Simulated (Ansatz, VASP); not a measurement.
# One calculation of Ca, two programs

```
CELL_PARAMETERS angstrom
-2.20973 2.20973 2.20973
2.20973 -2.20973 2.20973
2.20973 2.20973 -2.20973
ATOMIC_POSITIONS crystal
Ca 0.00000 0.00000 0.00000
```

Change from the starting cell: volume scaled by 0.96.

Alike in both runs: task single point; functional PBE; k mesh 8 × 8 × 8; occupations fermi-dirac, width 0.05 eV; no spin polarisation.

|  | VASP | Ansatz |
| --- | --- | --- |
| version | VASP 6.6.1 | Ansatz 0.2.0 |
| potentials or method | VASP PAW PBE potentials, release 64 (Ca_sv), cutoff 520 eV | all-electron LAPW, scalar-relativistic |

|  | VASP | Ansatz | Ansatz less VASP |
| --- | --- | --- | --- |
| gap on the k mesh at the Fermi level (eV) | none | none | - |
| pressure (GPa) | -0.4 | -0.4 | -0.02 |

A gap of «none» marks a metal or a gap that the smearing closes. Ansatz ran all-electron here, so the differences hold the error of VASP's frozen core and of both bases.
